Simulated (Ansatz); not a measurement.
The system is I.

```
I
1.0
     3.63503   -2.39502    0.00000
     3.63503    2.39502    0.00000
     0.00000    0.00000    9.79344
I
4
Direct
  0.64930 0.35070 0.38440
  0.14930 0.85070 0.11560
  0.35070 0.64930 0.61560
  0.85070 0.14930 0.88440
```

Base run:

* Program: Ansatz 0.2.0
* Functional: HSE06 form with a typed share of exact exchange
* Potentials or basis: Ansatz PAW
* Cutoff: 420 eV (not typed: the program's choice for these potentials)
* k mesh: 4 × 4 × 2
* Occupations: fermi-dirac, width 0.05 eV
* Spin: no spin polarisation

Its results: band gap on the k mesh 2.35 eV, indirect (least direct gap 2.58 eV); pressure 0.8 GPa; largest force 0.194 eV/Å.

**Question.** After a change of settings the same cell gave: band gap on the k mesh 3.15 eV, indirect (least direct gap 3.43 eV); pressure 0.3 GPa; largest force 0.201 eV/Å. Which change was it?
A. screening (1/å) from 0.2 to 0.4; share of exact exchange from 0.3 to 0.25
B. share of exact exchange from 0.3 to 0.4
C. share of exact exchange from 0.3 to 0.5
D. share of exact exchange from 0.3 to 0.25

**Answer.** C.

Caveats: spin-orbit coupling is left out, which moves the levels of the heavy elements; the PAW data sets come from PBE, with cores solved anew for the run's functional, which leaves a small shift of forces and pressure; the thresholds are loose for stress.
